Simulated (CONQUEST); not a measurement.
Crystal: Au.

```
Au
1.0
     2.87792    0.00000    0.00000
     0.00000    2.87792    0.00000
     0.00000    0.00000    4.07000
Au
2
Direct
  0.00000 0.00000 0.00000
  0.50000 0.50000 0.50000
```

Base run:

| Item | Value |
| --- | --- |
| Program | CONQUEST 1.3 |
| Functional | PBE |
| Potentials or basis | PseudoDojo NC PBE, DZP, grid cutoff 120 Ha |
| k mesh | 9 × 9 × 7 |
| Occupations | fermi-dirac, width 0.05 eV |
| Spin | no spin polarisation |

Its results: band gap on the k mesh none (metal or under the smearing width); pressure 11.5 GPa.

After a change of settings the same cell gave: band gap on the k mesh none (metal or under the smearing width); pressure 9.0 GPa. Which change was it?
A. potentials or basis from PseudoDojo NC PBE, DZP, grid cutoff 120 Ha to PseudoDojo NC PBE, DZ, grid cutoff 120 Ha
B. potentials or basis from PseudoDojo NC PBE, DZP, grid cutoff 120 Ha to PseudoDojo NC PBE, SZP, grid cutoff 120 Ha
C. potentials or basis from PseudoDojo NC PBE, DZP, grid cutoff 120 Ha to PseudoDojo NC PBE, SZ, grid cutoff 120 Ha

A.

Caveats: the basis of atomic orbitals isn't converged, which shifts pressures, moduli and gaps; the real-space grid breaks the cell's symmetry a little; the atomic basis is small (some runs); the box holds several primitive cells, so bands are folded and the points are those of the box's own zone (some runs).
